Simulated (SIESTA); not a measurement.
Al:

```
CELL_PARAMETERS angstrom
0.00000 2.02481 2.02481
2.02481 0.00000 2.02481
2.02481 2.02481 0.00000
ATOMIC_POSITIONS crystal
Al 0.00000 0.00000 0.00000
```

| Property | Result |
| --- | --- |
| Program | SIESTA 5.4.2 |
| Task | single point |
| Functional | PBE |
| Potentials or basis | PseudoDojo 0.4 standard (PBE files) |
| Basis | DZP (energy shift 0.002 Ry; radii capped at 9.5 bohr) |
| Grid cutoff | 500 Ry |
| Energy shift | 0.002 Ry |
| k mesh | 11 × 11 × 11 |
| Occupations | fermi-dirac, width 0.05 eV |
| Spin | no spin polarisation |

On this cell: pressure -0.3 GPa; band gap on the k mesh none (metal or under the smearing width).

The same run follows on a disturbed copy (cell strained at random at fixed volume):

```
Al
1.0
     0.04789    1.96914    2.02685
     2.04326   -0.00835    2.08310
     2.04058    2.02271   -0.00568
Al
1
Direct
  0.00598 0.98688 0.02117
```

Task: What changes?

Result: The energy (extrapolated to zero smearing) moves by +5.4 meV/atom; pressure -0.1 GPa; band gap on the k mesh none (metal or under the smearing width).

Stress tensor (GPa, compression positive):
```
 0.81 -0.86 -1.28
-0.86  0.74  1.70
-1.28  1.70 -1.85
```

Caveats: the basis of atomic orbitals isn't converged, which shifts pressures, moduli and gaps.
